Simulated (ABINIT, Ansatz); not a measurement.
# KF (Carobbiite): G0W0 with ABINIT, start to end

How does a plane-wave GW calculation on KF (Carobbiite) run from the first input to the gap?

Main program and level: ABINIT 10.8.3; PBE and many-body steps on it, plane waves.

Most raw output is cut from this account.

### Step 1. Starting point

It takes space group Fm-3m (No. 225, cubic). The conventional cell has a = 5.344 Å, b = 5.344 Å, c = 5.344 Å, α = 90.00°, β = 90.00°, γ = 90.00°. K has 6 F at 2.67 Å nearest. F has 6 K at 2.67 Å nearest. Farther neighbours and most contacts between anions are not listed.

The cell and positions come from the Crystallography Open Database and are kept as given unless a step says otherwise.

### Step 2. Ground state

This step: ABINIT 10.8.3; DFT, PBE, plane waves, norm-conserving pseudopotentials.

The ground-state density comes first.

Contents of run.abi:

```
acell 3*1.0 Angstrom
rprim 
  -0.000000000000 2.671850000000 2.671850000000
  2.671850000000 -0.000000000000 2.671850000000
  2.671850000000 2.671850000000 0.000000000000
ntypat 2
znucl 19 9
natom 2
typat 1 2
xred 
  0.000000000000 0.000000000000 0.000000000000
  0.500000000000 0.500000000000 0.500000000000
pp_dirpath "pseudos"
pseudos "K.upf, F.upf"
ecut 36
ngkpt 6 6 6
nshiftk 1
shiftk 0 0 0
kptopt 1
chksymbreak 0
nband 13
occopt 1
tolvrs 1e-10
nstep 60
prtwf 0
optforces 0
optstress 0
indata_prefix "in"
outdata_prefix "out"
tmpdata_prefix "tmp"
```

On the command line:

```
> OMP_NUM_THREADS=1 mpirun -n 8 abinit run.abi > log
```

Run time: 5.2 s. Hardware: 8 MPI ranks of Arm Neoverse V1, shared host; peak memory 0.54 GiB; 41 s of CPU time.

Numbers from this step:

```
total energy               : -1491.8396 eV
gap                        : 6.200 eV
k of the valence top       : 0, 0, 0
k of the conduction bottom : 0, 0, 0
least direct gap           : 6.200 eV
```

The gap is direct, at Γ.

### Step 3. Bands along the symmetry lines

Levels along a band path, at the cheap level, show where the edges lie and whether the meshes to come will hold them.

Contents of run.abi:

```
acell 3*1.0 Angstrom
rprim 
  -0.000000000000 2.671850000000 2.671850000000
  2.671850000000 -0.000000000000 2.671850000000
  2.671850000000 2.671850000000 0.000000000000
ntypat 2
znucl 19 9
natom 2
typat 1 2
xred 
  0.000000000000 0.000000000000 0.000000000000
  0.500000000000 0.500000000000 0.500000000000
pp_dirpath "pseudos"
pseudos "K.upf, F.upf"
ecut 36
iscf -2
irdden 1
kptopt 0
nkpt 50
kpt 
  0.00000000 0.00000000 0.00000000
  0.06250000 0.00000000 0.06250000
  0.12500000 0.00000000 0.12500000
  0.18750000 0.00000000 0.18750000
  0.25000000 0.00000000 0.25000000
  0.31250000 0.00000000 0.31250000
  0.37500000 0.00000000 0.37500000
  0.43750000 0.00000000 0.43750000
  0.50000000 0.00000000 0.50000000
  0.51562500 0.03125000 0.51562500
  0.53125000 0.06250000 0.53125000
  0.54687500 0.09375000 0.54687500
  0.56250000 0.12500000 0.56250000
  0.57812500 0.15625000 0.57812500
  0.59375000 0.18750000 0.59375000
  0.60937500 0.21875000 0.60937500
  0.62500000 0.25000000 0.62500000
  0.37500000 0.37500000 0.75000000
  0.32812500 0.32812500 0.65625000
  0.28125000 0.28125000 0.56250000
  0.23437500 0.23437500 0.46875000
  0.18750000 0.18750000 0.37500000
  0.14062500 0.14062500 0.28125000
  0.09375000 0.09375000 0.18750000
  0.04687500 0.04687500 0.09375000
  0.00000000 0.00000000 0.00000000
  0.06250000 0.06250000 0.06250000
  0.12500000 0.12500000 0.12500000
  0.18750000 0.18750000 0.18750000
  0.25000000 0.25000000 0.25000000
  0.31250000 0.31250000 0.31250000
  0.37500000 0.37500000 0.37500000
  0.43750000 0.43750000 0.43750000
  0.50000000 0.50000000 0.50000000
  0.50000000 0.46875000 0.53125000
  0.50000000 0.43750000 0.56250000
  0.50000000 0.40625000 0.59375000
  0.50000000 0.37500000 0.62500000
  0.50000000 0.34375000 0.65625000
  0.50000000 0.31250000 0.68750000
  0.50000000 0.28125000 0.71875000
  0.50000000 0.25000000 0.75000000
  0.50000000 0.21875000 0.71875000
  0.50000000 0.18750000 0.68750000
  0.50000000 0.15625000 0.65625000
  0.50000000 0.12500000 0.62500000
  0.50000000 0.09375000 0.59375000
  0.50000000 0.06250000 0.56250000
  0.50000000 0.03125000 0.53125000
  0.50000000 0.00000000 0.50000000
istwfk *1
nband 15
nbdbuf 2
tolwfr 1e-08
nstep 40
prtwf 0
prtvol 0
indata_prefix "in"
outdata_prefix "out"
tmpdata_prefix "tmp"
```

Wall time 7.2 s (8 MPI ranks); peak memory 0.49 GiB; 57 s of CPU time.

Numbers from this step:

```
gap                        : 6.200 eV
k of the valence top       : 0, 0, 0
k of the conduction bottom : 0, 0, 0
least direct gap           : 6.200 eV
```

The gap is 6.200 eV, as in the run before at this level.

The electronic bands at the labelled points (eV, zero at the top of the highest filled band; v1 is the highest filled band, c1 the lowest empty one):

| point | v4 | v3 | v2 | v1 | c1 | c2 | c3 | c4 |
| --- | --- | --- | --- | --- | --- | --- | --- | --- |
| Γ | -9.36 | 0.00 | 0.00 | 0.00 | 6.20 | 10.69 | 10.69 | 10.69 |
| halfway | -9.47 | -0.48 | -0.05 | -0.05 | 8.00 | 9.20 | 12.12 | 12.12 |
| X | -9.57 | -0.21 | -0.06 | -0.06 | 8.23 | 10.33 | 11.82 | 13.52 |
| halfway | -9.56 | -0.20 | -0.14 | -0.10 | 8.45 | 10.55 | 11.42 | 13.52 |
| U | -9.51 | -0.33 | -0.19 | -0.19 | 8.98 | 10.74 | 11.08 | 13.51 |
| jump to K | -9.51 | -0.33 | -0.19 | -0.19 | 8.98 | 10.74 | 11.08 | 13.51 |
| halfway | -9.37 | -0.54 | -0.27 | -0.08 | 8.24 | 9.85 | 11.63 | 11.72 |
| Γ | -9.36 | 0.00 | 0.00 | 0.00 | 6.20 | 10.69 | 10.69 | 10.69 |
| halfway | -9.38 | -0.43 | -0.18 | -0.18 | 7.71 | 10.11 | 11.41 | 11.41 |
| L | -9.40 | -0.78 | -0.34 | -0.34 | 9.09 | 10.63 | 12.05 | 12.05 |
| halfway | -9.44 | -0.56 | -0.28 | -0.25 | 9.42 | 10.11 | 11.67 | 12.67 |
| W | -9.45 | -0.40 | -0.16 | -0.16 | 9.75 | 9.75 | 11.21 | 13.35 |
| halfway | -9.51 | -0.23 | -0.20 | -0.09 | 8.66 | 10.73 | 11.06 | 13.50 |
| X | -9.57 | -0.21 | -0.06 | -0.06 | 8.23 | 10.33 | 11.82 | 13.52 |

### Step 4. Empty states on the mesh, 6×6×6 mesh, 708 bands

The sums over transitions need many empty states on a uniform mesh; this step solves for them.

Contents of run.abi:

```
acell 3*1.0 Angstrom
rprim 
  -0.000000000000 2.671850000000 2.671850000000
  2.671850000000 -0.000000000000 2.671850000000
  2.671850000000 2.671850000000 0.000000000000
ntypat 2
znucl 19 9
natom 2
typat 1 2
xred 
  0.000000000000 0.000000000000 0.000000000000
  0.500000000000 0.500000000000 0.500000000000
pp_dirpath "pseudos"
pseudos "K.upf, F.upf"
ecut 36
ngkpt 6 6 6
nshiftk 1
shiftk 0 0 0
kptopt 1
chksymbreak 0
irdden 1
istwfk *1
nband 708
prtvol 0
optdriver 6
gwr_task "HDIAGO"
paral_kgb 0
occopt 1
indata_prefix "in"
outdata_prefix "out"
tmpdata_prefix "tmp"
```

Run time: 37 s. Hardware: 8 MPI ranks; peak memory 3.7 GiB.

This step gave:

| Quantity | Value |
| --- | --- |
| gap | 6.199 eV |
| k of the valence top | 0, 0, 0 |
| k of the conduction bottom | 0, 0, 0 |
| least direct gap | 6.199 eV |
| k points computed | 16 |
| lowest point of the top converged band, above the valence top | 390.3015 eV |

On this mesh the gap is 6.199 eV.

### Step 5. Screening, 6×6×6 mesh, 700 bands, screening to 435.4 eV

The RPA dielectric matrix is built and inverted for each q.

This step: RPA screening on PBE, plane waves, norm-conserving pseudopotentials.

Changes to run.abi since step 4:

```diff
@@ -20,10 +20,11 @@
 chksymbreak 0
-irdden 1
 istwfk *1
-nband 708
-prtvol 0
-optdriver 6
-gwr_task "HDIAGO"
-paral_kgb 0
 occopt 1
+irdwfk 1
+optdriver 3
+nband 700
+ecuteps 16
+inclvkb 2
+awtr 1
+symchi 1
 indata_prefix "in"
```

It took 32 min on 8 MPI ranks; peak memory 11 GiB; 4.3 h of CPU time.

This step gave:

- ε∞ with local fields, on this mesh, along the program's q direction: 1.893
- the same without local fields: 2.107
- plasma frequency: 24.05 eV
- plane waves in the screening matrix: 749

Local fields lower ε∞ by 10 %.

### Step 6. Self-energy, 6×6×6 mesh, 700 bands, screening to 435.4 eV

The self-energy is evaluated for the states that the input lists, and the levels follow from it, in one-shot runs by the linearised quasiparticle equation.

This step: G0W0 on PBE, plane waves, norm-conserving pseudopotentials.

Changes to run.abi since step 5:

```diff
@@ -23,8 +23,15 @@
 irdwfk 1
-optdriver 3
+optdriver 4
 nband 700
+gwcalctyp 0
+ecutsigx 36
+symsigma 1
+nkptgw 1
+kptgw 
+  0.0000000000 0.0000000000 0.0000000000
+bdgw 
+  6 12
 ecuteps 16
-inclvkb 2
-awtr 1
-symchi 1
+irdscr 1
+ppmodel 1
 indata_prefix "in"
```

Elapsed: 4.2 min, on 8 MPI ranks; peak memory 11 GiB; 34 min of CPU time.

Numbers from this step:

```yaml
g0w0_gap_on_the_points_computed: 9.795 eV
starting_gap_on_the_mesh: 6.199 eV
k_of_the_valence_top: 0, 0, 0
k_of_the_conduction_bottom: 0, 0, 0
z_at_the_valence_top: 0.801
z_at_the_conduction_bottom: 0.897
least_direct_g0w0_gap_on_the_computed_points: 9.795 eV
```

The gap on the mesh goes from 6.20 eV to 9.79 eV, a correction of +3.60 eV.

Limits: finite bands, cutoff and mesh. v1 is the top filled band, c1 the lowest empty one. Levels before and after the correction, in eV, zero at the valence-band top of each column:

|  | conduction bottom | valence top |
| --- | --- | --- |
| Kohn-Sham | 6.20 | 0.00 |
| G0W0 | 9.79 | 0.00 |

|  | level | energy (eV) |
| --- | --- | --- |
| Kohn-Sham | Γ v3-v1 | 0.000 |
| Kohn-Sham | Γ c1 | 6.199 |
| Kohn-Sham | Γ c2-c4 | 10.694 |
| G0W0 | Γ v3-v1 | 0.000 |
| G0W0 | Γ c1 | 9.795 |
| G0W0 | Γ c2-c4 | 15.604 |

### Step 7. Where the time went

Times are wall times on 8 MPI ranks of Arm Neoverse V1, shared host, good to a factor of about two.

| step | time | share | memory (GiB) |
| --- | --- | --- | --- |
| ground state | 5.2 s | 0 % | 0.54 |
| bands along the symmetry lines | 7.2 s | 0 % | 0.49 |
| empty states on the mesh | 37 s | 2 % | 3.7 |
| screening | 32 min | 86 % | 11 |
| self-energy | 4.2 min | 11 % | 11 |

### Step 8. Results

| Quantity | Value |
| --- | --- |
| PBE gap | 6.20 eV, direct |
| G0W0 gap on the mesh | 9.79 eV |
| GW settings | 6×6×6 mesh, 700 bands, screening to 435.4 eV, Godby-Needs plasmon pole |
| known limits | not at the basis limit |

What this shows: G0W0 moves the gap on the mesh from 6.20 eV to 9.79 eV (+3.60 eV), with Z of 0.80 and 0.90 at the edges. Local fields lower the RPA ε∞ on this mesh from 2.11 to 1.89. Only 1 of the mesh's irreducible points was corrected, so a valley elsewhere could overtake. The dearest step here is «screening». Bands and cutoff are finite, so the gap is not at the basis limit. The miss can reach some tenths of an eV and take either sign; the mesh is an error of its own. In the G0W0 run levels were corrected at 1 k point alone, so a gap called «on the mesh» is the least over those, and an edge elsewhere would be missed.

[Paths, hosts, dates, memory and timing lines, banners, echoed tables and standing remarks are left out of the program output.]

[Logs are printed without paths, hosts, clocks, repeated set-up lines and the standing remarks that a program may print on its own settings, such as how far it seeks lower states.]

[Runs of the session that timed out or met a known fault of the program may be left out.]

[Hosts, paths, dates, database ids (printed as entryN), source tags and the programs' standing remarks are cut or masked in the printed files.]

[G0W0 gaps are taken among the corrected bands and points alone; a level outside them can change the order at an edge.]

[Where Ansatz stands beside ABINIT at settings called matched, ABINIT's density can come from a denser mesh and the files from another edition; pairs whose starting gaps differed by over 0.03 eV were left out, so agreement reads better than it is.]
